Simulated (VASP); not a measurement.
Wanted: the native input for a VASP 6.6.1 run.

```yaml
Task: single point
Functional: PBE
Dispersion: D3(BJ)
Potentials_or_basis: VASP PAW PBE potentials, release 64 (Al, H)
Cutoff: 520 eV
k_mesh: 2 × 2 × 2
Occupations: gaussian, width 0.15 eV
Spin: no spin polarisation
Dipole_correction: no
Further_INCAR_settings: LREAL = Auto; ALGO = Fast; EDIFF = 1e-06; NBANDS = 70
```

The structure of Al32H (a cell with a defect) lies in POSCAR:

```
Al32H
1.0
    8.1000000000      0.0000000000      0.0000000000
    0.0000000000      8.1000000000      0.0000000000
    0.0000000000      0.0000000000      8.1000000000
Al H
32 1
Direct
    0.4999945096     -0.0001138782      0.0002882282
    0.7504003592      0.2501473672      0.0002265297
    0.7488096641     -0.0010007069      0.2514262200
   -0.0000094014      0.0005326236      0.0002277696
    0.2495848590      0.2501474560      0.0002266550
    0.4999939682      0.5004219153      0.0002959251
    0.7497246987      0.7500899420      0.0002925087
    0.2511686499     -0.0010016630      0.2514253586
    0.4999938326      0.2501951828      0.2505064619
    0.7488215061      0.5013427338      0.2514308786
    0.4999924984      0.0050398603      0.5001804615
    0.7497265746      0.2501917707      0.5001391616
    0.7488203282     -0.0010074147      0.7490847998
   -0.0000093118      0.4996998272      0.0002259141
    0.2502556557      0.7500894012      0.0002920057
   -0.0000093097      0.2501468548      0.2497522305
    0.2511564560      0.5013433369      0.2514310932
    0.4999927324      0.7501132348      0.2457242047
   -0.0000120826     -0.0001105255      0.5001325799
    0.2502537689      0.2501914386      0.5001383537
    0.4999926814      0.4955618022      0.5001758340
    0.7547248527      0.7501154091      0.5001779755
    0.2511587865     -0.0010070084      0.7490848656
    0.4999946424      0.2501874856      0.7499680243
    0.7488097584      0.5013385277      0.7490910220
   -0.0000124917      0.7500960104      0.2505052534
   -0.0000124162      0.5004188690      0.5001450551
    0.2452362915      0.7501155944      0.5001782691
   -0.0000094349      0.2501487294      0.7506067957
    0.2511688051      0.5013375735      0.7490902073
    0.4999924447      0.7501178249      0.7551875530
   -0.0000119872      0.7500835189      0.7499694512
    0.4999644212      0.7505562763      0.5008528339
```

The cell was built by a generator and needn't be a form met in nature.

The input as run:

INCAR

```
SYSTEM = Al32H
PREC = Accurate ; ENCUT = 520
EDIFF = 1E-6 ; ISMEAR = 0
SIGMA = 0.15 ; LREAL = Auto
LASPH = .True. ; NELM = 100
ALGO = Fast ; ISIF = 2
LWAVE = .False. ; LCHARG = .True.
GGA = PE ; IVDW = 12
LELF = .True. ; LVHAR = .True.
NBANDS = 70
```

KPOINTS

```
regular mesh
0
Gamma
  2 2 2
  0 0 0
```

Potentials or basis: VASP PAW PBE potentials, release 64 (Al, H).

Command:

```bash
$ cat potpaw_PBE.64/Al/POTCAR potpaw_PBE.64/H/POTCAR > POTCAR
$ mpirun -np 1 vasp_std > vasp.out
```

Results of the run:

The pressure is -3.3 GPa and the largest force is 0.008 eV/Å. The band gap on the k mesh is none (metal or under the smearing width). The dispersion energy per atom is -0.328 eV.

Caveat: the k mesh is coarse (spacing up to 0.39 Å⁻¹), so the values aren't converged.

Run time: 10 min on 1 thread of Intel(R) Xeon(R) Platinum 8488C (Sapphire Rapids) (shared host), peak memory 0.56 GiB.
